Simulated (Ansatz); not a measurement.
# Cs (element-swapped structure): how the settings move a single-point run

Question: which choices in the input matter for Cs (element-swapped structure)?

This is Cs in the fcc structure; at room conditions it is bcc.

Method: reference: DFT PBE, plane waves, PAW, scalar-relativistic, no spin polarisation, in Ansatz 0.2.0.

## (1) The structure to begin with

It takes space group Fm-3m (No. 225, cubic). Conventional cell: a = 5.638 Å, b = 5.638 Å, c = 5.638 Å, α = 90.00°, β = 90.00°, γ = 90.00°. Cs (site symmetry m-3m) is surrounded by 12 Cs at 3.99 Å.

Coordinates:

```cif
data_structure
_symmetry_space_group_name_H-M 'Fm-3m'
_symmetry_Int_Tables_number 225
_cell_length_a 5.6379
_cell_length_b 5.6379
_cell_length_c 5.6379
_cell_angle_alpha 90.000
_cell_angle_beta 90.000
_cell_angle_gamma 90.000
_cell_volume 179.21
loop_
_atom_site_label
_atom_site_type_symbol
_atom_site_symmetry_multiplicity
_atom_site_Wyckoff_symbol
_atom_site_fract_x
_atom_site_fract_y
_atom_site_fract_z
_atom_site_occupancy
Cs1 Cs 4 a 0.00000 0.00000 0.00000 1
```

## (2) Baseline

Contents of input.yaml:

```yaml
crystal:
  lattice:
    - [0.0, 2.818963, 2.818963]
    - [2.818963, 0.0, 2.818963]
    - [2.818963, 2.818963, 0.0]
  atoms:
    - { symbol: Cs, position: [0.0, 0.0, 0.0] }
  symmetry: { tolerance: 0.0003 }
kpoints:
  mp_grid: { grid: [6, 6, 6], shift: [0, 0, 0] }
magnetization:
  spin_polarized: false
scf:
  occupations: { method: gaussian, width: 0.1421 }
hamiltonian:
  pseudopotentials: { kind: paw }
  xc: pbe
basis:
  ecutwfc: 420
output:
  forces: true
  stress: true
  eigenvalues: true
```

On the command line:

```bash
$ ansatz run input.yaml --threads 1 --pin off --max-ram 2560MiB --backend cpu --events-out ev --progress --plain --runs-dir out
```

Standard output, cut to the lines that bear on the results:

```text
Warning: RAYON_NUM_THREADS=1 ignored (pool sized by the plan → 1); use --threads N
[...]
Pseudopotentials: kind: paw
Pseudopotential: Cs, paw, valence charge 9, recommended cutoff 420 eV (normal), Cs.paw.azcp
Functional definition: PBE
[...]
Crystal: 1 atoms, lattice volume = 44.802 Å³
Basis set: ecut = 420 eV, 893 PW (Γ), exchange–correlation on 54×54×54 points (8 copies of the dense FFT grid, shifted against one another)
Bands: 9, of which v1, the nominal top of the filled ones, is band 5 counted from 1 (4 counted from 0)
Symmetry: 48 space group operations
Space group: Fm-3m (ITA 225), of the structure as read, at distance tolerance 1.1e-3 Å
k-points: 16 of 216
[...]
SCF iter   1: F=—  HF=-5669.927525 eV  |F-HF|=—  |Δ(HF+E_count)|=         —  Δρ=1.91e-3  dr2=2.57e-3  ethr=1.77e-3  ⟨swp⟩=6.0  Hψ=1160  notcnv=0
[...]
SCF iter   6: F=-5669.928245 eV  HF=-5669.928245 eV  |F-HF|=5.68e-9  |Δ(HF+E_count)|=   2.27e-7  Δρ=3.65e-6  dr2=1.03e-8  ethr=1.11e-9  ⟨swp⟩=5.4  Hψ=746  notcnv=0
[...]
SCF converged after 6 iterations
Free energy (F): -5669.928245 eV
[...]
E sigma→0 (E₀):  -5669.919636 eV
Entropy (-TS):   -0.017218 eV (-17.218 meV/atom)
Fermi energy:    8.766321 eV
[...]
--- Forces (eV/Å), atoms counted from 1 ---
  atom   1  Cs     0.00000000     0.00000000    -0.00000000
[...]
--- Stress (GPa, compression-positive) ---
        6.698420       0.000000       0.000000
       -0.000000       6.698420      -0.000000
        0.000000      -0.000000       6.698420
  P = ⅓ Tr σ = 6.6984 GPa (66.984 kbar)
--- Band table (eV; the first three rows and the last of 16) ---
  k-point 0: bands = ["-15.3219", "-1.1123", "-1.1123", "-1.1123", "6.7764", "11.5901", "11.5901", "11.5901", "14.2297"]
[...]
```

Wall time 0.52 s (1 thread of Arm Neoverse V2, shared host); peak memory 0.26 GiB.

## (3) Changed: scf.algorithm direct_min

Changes to input.yaml since step 2:

```diff
@@ -14,2 +14,3 @@
   occupations: { method: gaussian, width: 0.1421 }
+  algorithm: direct_min
 hamiltonian:
@@ -23 +24,5 @@
   eigenvalues: true
+  write_density: true
+  write_potential: true
+  elf: true
+  volumetric_format: npy
```

On the command line:

```bash
$ ansatz run input.yaml --threads 1 --pin off --max-ram 2560MiB --backend cpu --events-out ev --progress --plain --runs-dir out
```

Standard output, cut to the lines that bear on the results:

```text
Warning: RAYON_NUM_THREADS=1 ignored (pool sized by the plan → 1); use --threads N
[...]
[... 3 set-up lines as earlier in the session ...]
[...]
Crystal: 1 atoms, lattice volume = 44.802 Å³
Basis set: ecut = 420 eV, 893 PW (Γ), exchange–correlation on 54×54×54 points (8 copies of the dense FFT grid, shifted against one another)
Bands: 9, of which v1, the nominal top of the filled ones, is band 5 counted from 1 (4 counted from 0)
[... 2 set-up lines as earlier in the session ...]
k-points: 16 of 216
[...]
SCF iter   1: F=—  HF=-5669.927174 eV  |F-HF|=—  |Δ(HF+E_count)|=         —  Δρ=1.59e-3  dr2=1.88e-3  ethr=1.77e-3  ⟨swp⟩=12.2  Hψ=927  notcnv=2
[...]
SCF iter   4: F=-5669.928245 eV  HF=-5669.928245 eV  |F-HF|=9.09e-13  |Δ(HF+E_count)|=   3.99e-7  Δρ=1.74e-6  dr2=9.64e-10  ethr=9.93e-9  ⟨swp⟩=2.8  Hψ=240  notcnv=0  defer=1
[...]
SCF converged after 4 iterations
Stability not checked: this state was not tested for a lower state beside it, because a direct minimisation reached the state, and no test of it is asked (direct_minimisation; see scf.lower_state_search)
Free energy (F): -5669.928245 eV
[...]
E sigma→0 (E₀):  -5669.919636 eV
Entropy (-TS):   -0.017218 eV (-17.218 meV/atom)
Fermi energy:    8.766352 eV
[...]
--- Forces (eV/Å), atoms counted from 1 ---
  atom   1  Cs     0.00000000     0.00000000     0.00000000
[...]
--- Stress (GPa, compression-positive) ---
        6.698374       0.000000       0.000000
       -0.000000       6.698374      -0.000000
       -0.000000       0.000000       6.698374
  P = ⅓ Tr σ = 6.6984 GPa (66.984 kbar)
--- Band table (eV; the first three rows and the last of 16) ---
  k-point 0: bands = ["-15.3218", "-1.1123", "-1.1123", "-1.1123", "6.7764", "11.5901", "11.5901", "11.5901", "14.2297"]
[...]
```

Wall time 0.9 s (1 thread of Arm Neoverse V2, shared host); peak memory 0.27 GiB.

The changed solver doesn't alter the result here (within 0.5 meV/atom).

## (4) Variant: symmetry.detect false, tolerance left out

Changes to input.yaml since step 2:

```diff
@@ -7,3 +7,3 @@
     - { symbol: Cs, position: [0.0, 0.0, 0.0] }
-  symmetry: { tolerance: 0.0003 }
+  symmetry: { detect: false }
 kpoints:
```

On the command line:

```bash
$ ansatz run input.yaml --threads 1 --pin off --max-ram 2560MiB --backend cpu --events-out ev --progress --plain --runs-dir out
```

Standard output, cut to the lines that bear on the results:

```text
Warning: RAYON_NUM_THREADS=1 ignored (pool sized by the plan → 1); use --threads N
[...]
[... 3 set-up lines as earlier in the session ...]
[...]
Crystal: 1 atoms, lattice volume = 44.802 Å³
Basis set: ecut = 420 eV, 893 PW (Γ), exchange–correlation on 54×54×54 points (8 copies of the dense FFT grid, shifted against one another)
Bands: 9, of which v1, the nominal top of the filled ones, is band 5 counted from 1 (4 counted from 0)
Symmetry: 1 space group operations
k-points: 112 of 216 (time reversal used)
[...]
SCF iter   1: F=—  HF=-5669.927534 eV  |F-HF|=—  |Δ(HF+E_count)|=         —  Δρ=1.92e-3  dr2=2.58e-3  ethr=1.77e-3  ⟨swp⟩=6.2  Hψ=8225  notcnv=0
[...]
SCF iter   6: F=-5669.928245 eV  HF=-5669.928245 eV  |F-HF|=5.47e-10  |Δ(HF+E_count)|=   2.41e-7  Δρ=1.74e-6  dr2=2.03e-9  ethr=1.11e-9  ⟨swp⟩=5.6  Hψ=5447  notcnv=0
[...]
SCF converged after 6 iterations
Free energy (F): -5669.928245 eV
[...]
E sigma→0 (E₀):  -5669.919636 eV
Entropy (-TS):   -0.017218 eV (-17.218 meV/atom)
Fermi energy:    8.766342 eV
[...]
--- Forces (eV/Å), atoms counted from 1 ---
  atom   1  Cs    -0.00000028     0.00000047    -0.00000025
[...]
--- Stress (GPa, compression-positive) ---
        6.698362       0.000000      -0.000000
        0.000000       6.698362       0.000000
       -0.000000       0.000000       6.698361
  P = ⅓ Tr σ = 6.6984 GPa (66.984 kbar)
--- Band table (eV; the first three rows and the last of 112) ---
  k-point 0: bands = ["-15.3218", "-1.1123", "-1.1123", "-1.1123", "6.7764", "11.5901", "11.5901", "11.5901", "14.2297"]
[...]
```

Wall time 3.5 s (1 thread of Arm Neoverse V2, shared host); peak memory 0.34 GiB.

Energy and cycle count are those of the reference, so the change (use of symmetry) left the result and the number of cycles as they were.

## (5) Variant: xc r2scan

Changes to input.yaml since step 2:

```diff
@@ -16,3 +16,3 @@
   pseudopotentials: { kind: paw }
-  xc: pbe
+  xc: r2scan
 basis:
@@ -23 +23,5 @@
   eigenvalues: true
+  write_density: true
+  write_potential: true
+  elf: true
+  volumetric_format: npy
```

On the command line:

```bash
$ ansatz run input.yaml --threads 1 --pin off --max-ram 2560MiB --backend cpu --events-out ev --progress --plain --runs-dir out
```

Standard output, cut to the lines that bear on the results:

```text
Warning: basis.ecutwfc = 420 eV is below the records' recommended 500 eV, and the density's cutoff is lower with it unless basis.ecutrho_ratio is high enough to keep the records' density cutoff: compare with a run at a higher cutoff
Warning: RAYON_NUM_THREADS=1 ignored (pool sized by the plan → 1); use --threads N
[...]
[... 1 set-up line as earlier in the session ...]
Pseudopotential: Cs, paw, valence charge 9, recommended cutoff 500 eV (meta_gga), Cs.paw.azcp
Functional definition: r2SCAN
[...]
Crystal: 1 atoms, lattice volume = 44.802 Å³
Basis set: ecut = 420 eV, 893 PW (Γ), exchange–correlation on 108×108×108 points (64 copies of the dense FFT grid, shifted against one another)
Bands: 9, of which v1, the nominal top of the filled ones, is band 5 counted from 1 (4 counted from 0)
[... 2 set-up lines as earlier in the session ...]
k-points: 16 of 216
[...]
SCF iter   1: F=—  HF=-5685.054323 eV  |F-HF|=—  |Δ(HF+E_count)|=         —  Δρ=4.00e-3  dr2=8.28e-3  dr2_τ=7.78e-4  ethr=1.77e-3  ⟨swp⟩=5.4  Hψ=1161  notcnv=0
[...]
SCF iter   7: F=-5685.084543 eV  HF=-5685.084543 eV  |F-HF|=1.49e-9  |Δ(HF+E_count)|=   1.02e-8  Δρ=1.90e-6  dr2=2.86e-9  dr2_τ=5.36e-11  ethr=1.11e-9  ⟨swp⟩=9.4  Hψ=1122  notcnv=0
[...]
SCF converged after 7 iterations
Free energy (F): -5685.084543 eV
[...]
E sigma→0 (E₀):  -5685.074744 eV
Entropy (-TS):   -0.019597 eV (-19.597 meV/atom)
Fermi energy:    9.049802 eV
[...]
--- Forces (eV/Å), atoms counted from 1 ---
  atom   1  Cs    -0.00000000    -0.00000000    -0.00000000
[...]
--- Stress (GPa, compression-positive) ---
        6.131595       0.000000       0.000000
       -0.000000       6.131595      -0.000000
       -0.000000      -0.000000       6.131595
  P = ⅓ Tr σ = 6.1316 GPa (61.316 kbar)
--- Band table (eV; the first three rows and the last of 16) ---
  k-point 0: bands = ["-16.1704", "-1.5918", "-1.5918", "-1.5918", "7.1230", "11.8841", "11.8841", "11.8841", "14.5660"]
[...]
```

It took 2.1 s on 1 thread of Arm Neoverse V2, shared host; peak memory 0.34 GiB.

Total energies don't compare across a change of functional; the pressure goes from 6.7 to 6.1 GPa. The cutoff is under what these potentials recommend, as the log warns, so basis error is mixed in.

## (6) Variant: symmetry.detect false, mp_grid.grid [3, 3, 3], dr2_threshold 1.0e-11, tolerance left out

Changes to input.yaml since step 2:

```diff
@@ -7,5 +7,5 @@
     - { symbol: Cs, position: [0.0, 0.0, 0.0] }
-  symmetry: { tolerance: 0.0003 }
+  symmetry: { detect: false }
 kpoints:
-  mp_grid: { grid: [6, 6, 6], shift: [0, 0, 0] }
+  mp_grid: { grid: [3, 3, 3], shift: [0, 0, 0] }
 magnetization:
@@ -14,2 +14,3 @@
   occupations: { method: gaussian, width: 0.1421 }
+  convergence: { dr2_threshold: 1.0e-11 }
 hamiltonian:
```

On the command line:

```bash
$ ansatz run input.yaml --threads 1 --pin off --max-ram 2560MiB --backend cpu --events-out ev --progress --plain --runs-dir out
```

Standard output, cut to the lines that bear on the results:

```text
Warning: RAYON_NUM_THREADS=1 ignored (pool sized by the plan → 1); use --threads N
[...]
[... 3 set-up lines as earlier in the session ...]
[...]
Crystal: 1 atoms, lattice volume = 44.802 Å³
Basis set: ecut = 420 eV, 893 PW (Γ), exchange–correlation on 54×54×54 points (8 copies of the dense FFT grid, shifted against one another)
Bands: 9, of which v1, the nominal top of the filled ones, is band 5 counted from 1 (4 counted from 0)
[... 1 set-up line as earlier in the session ...]
k-points: 14 of 27 (time reversal used)
[...]
SCF iter   1: F=—  HF=-5670.063100 eV  |F-HF|=—  |Δ(HF+E_count)|=         —  Δρ=1.59e-3  dr2=2.20e-3  ethr=1.77e-3  ⟨swp⟩=6.1  Hψ=1016  notcnv=0
[...]
SCF iter   9: F=-5670.063822 eV  HF=-5670.063822 eV  |F-HF|=3.64e-12  |Δ(HF+E_count)|=  2.31e-10  Δρ=3.94e-8  dr2=1.19e-12  ethr=1.00e-12  ⟨swp⟩=4.0  Hψ=553  notcnv=0
[...]
SCF converged after 9 iterations
Free energy (F): -5670.063822 eV
[...]
E sigma→0 (E₀):  -5670.054224 eV
Entropy (-TS):   -0.019195 eV (-19.195 meV/atom)
Fermi energy:    8.413783 eV
[...]
--- Forces (eV/Å), atoms counted from 1 ---
  atom   1  Cs     0.00000004     0.00000002     0.00000001
[...]
--- Stress (GPa, compression-positive) ---
        6.284350      -0.000000       0.000000
       -0.000000       6.284350       0.000000
        0.000000       0.000000       6.284350
  P = ⅓ Tr σ = 6.2843 GPa (62.843 kbar)
--- Band table (eV; the first three rows and the last of 14) ---
  k-point 0: bands = ["-15.3168", "-1.1037", "-1.1037", "-1.1037", "6.7633", "11.5872", "11.5872", "11.5872", "14.2274"]
[...]
```

Wall time 0.83 s (1 thread of Arm Neoverse V2, shared host); peak memory 0.26 GiB.

Changing the use of symmetry, k-point mesh and convergence setting moves the energy by -135.6 meV/atom, and the pressure goes from 6.7 to 6.3 GPa. Sampling errors of the energy have no fixed sign. Of the settings changed, the mesh is the one that moves energies this far. These settings are too coarse to quote as the system's properties.

## (7) Side by side

```tsv
run	ending	energy change	pressure (GPa)	gap (eV)	force (eV/Å)	cycles	time
reference	converged	0	6.7	0.00	0.00	6	0.52 s
1: scf.algorithm direct_min	converged	0.0 meV/atom	6.7	0.00	0.00	4	0.9 s
2: symmetry.detect false, tolerance left out	converged	0.0 meV/atom	6.7	0.00	0.00	6	3.5 s
3: xc r2scan	converged	not comparable	6.1	0.00	0.00	7	2.1 s
4: symmetry.detect false, mp_grid.grid [3, 3, 3], dr2_threshold 1.0e-11, tolerance left out	converged	-135.6 meV/atom	6.3	0.00	0.00	9	0.83 s
```

Times don't compare one to one where runs were asked for different outputs or read a saved state (see the inputs); cycles may leave out searches for a lower state.

Residual by cycle in the longest SCF loop of each run; runs are numbered as in the table. The quantity is the density residual dr2, in eV.

```tsv
cycle	reference	run 1	run 2	run 3	run 4
1	0.00257	0.00188	0.00258	0.00828	0.0022
2	6.2e-4	2.0e-5	6.3e-4	0.00438	6.3e-4
3	8.5e-5	8.9e-7	8.7e-5	3.5e-4	1.1e-4
4	6.6e-6	9.6e-10	6.6e-6	3.9e-5	8.2e-6
5	6.4e-7	-	6.6e-7	3.1e-6	5.3e-7
6	1.0e-8	-	2.0e-9	3.1e-7	3.1e-8
7	-	-	-	2.9e-9	3.3e-9
8	-	-	-	-	5.4e-10
9	-	-	-	-	1.2e-12
```

Of the converged runs whose energies compare with the reference's, «symmetry.detect false, mp_grid.grid [3, 3, 3], dr2_threshold 1.0e-11, tolerance left out» moves the energy most (-135.6 meV/atom). Run 3 ran under the cutoff that the potentials recommend, as the log warns, so basis error is mixed into its values.

The reference has limits of its own: it is run without spin, though an odd electron count or open d shells could carry moments; its mesh is coarse for a cell with so small a gap or none; the structure is made up and not relaxed.
